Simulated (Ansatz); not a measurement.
Crystal: SnO2 (Cassiterite).

```
CELL_PARAMETERS angstrom
4.73800 0.00000 0.00000
0.00000 4.73800 0.00000
0.00000 0.00000 3.18650
ATOMIC_POSITIONS crystal
Sn 0.50000 0.50000 0.50000
Sn 0.00000 0.00000 0.00000
O 0.80710 0.19290 0.50000
O 0.69290 0.69290 0.00000
O 0.19290 0.80710 0.50000
O 0.30710 0.30710 0.00000
```

* Program: Ansatz 0.2.0
* Task: relaxation of cell and atoms
* Functional: PBE
* Dispersion: D4
* Potentials or basis: Ansatz PAW
* Cutoff: 420 eV (not typed: the program's choice for these potentials)
* k mesh: 6 × 6 × 8
* Occupations: fermi-dirac, width 0.05 eV
* Spin: no spin polarisation

At the start: volume 11.92 Å³/atom.

Question: How do energy, volume and symmetry change on relaxing?

Answer: It ends after 8 steps and the volume is 12.34 Å³/atom (+3.5 %); space group P4_2/mnm (No. 136, to 0.05 Å).

The path:
| step | energy change (eV) | largest force (eV/Å) | volume (Å³) |
| --- | --- | --- | --- |
| 1 | 0.0000 | 0.2795 | 71.53 |
| 2 | -0.0453 | 0.0242 | 73.90 |
| 3 | -0.0456 | 0.0554 | 73.95 |
| 4 | -0.0462 | 0.0055 | 73.90 |
| 5 | -0.0461 | 0.0001 | 73.91 |
| 6 | -0.0604 | 0.0002 | 73.91 |
| 7 | -0.0599 | 0.0002 | 74.02 |
| 8 | -0.0605 | 0.0003 | 74.02 |

Final structure:
```yaml
crystal:
  lattice:
    - [4.78809, 0.00000, 0.00000]
    - [0.00000, 4.78809, 0.00000]
    - [0.00000, 0.00000, 3.22859]
  atoms:
    - { symbol: Sn, position: [0.50000, 0.50000, 0.50000] }
    - { symbol: Sn, position: [0.00000, 0.00000, 0.00000] }
    - { symbol: O, position: [0.80616, 0.19384, 0.50000] }
    - { symbol: O, position: [0.69384, 0.69384, 0.00000] }
    - { symbol: O, position: [0.19384, 0.80616, 0.50000] }
    - { symbol: O, position: [0.30616, 0.30616, 0.00000] }
```

Caveat: the plane-wave basis is chosen anew once the cell has moved, so the energies of steps on either side of that aren't comparable; the pressure holds a Pulay correction of +0.8 GPa for the finite cutoff.
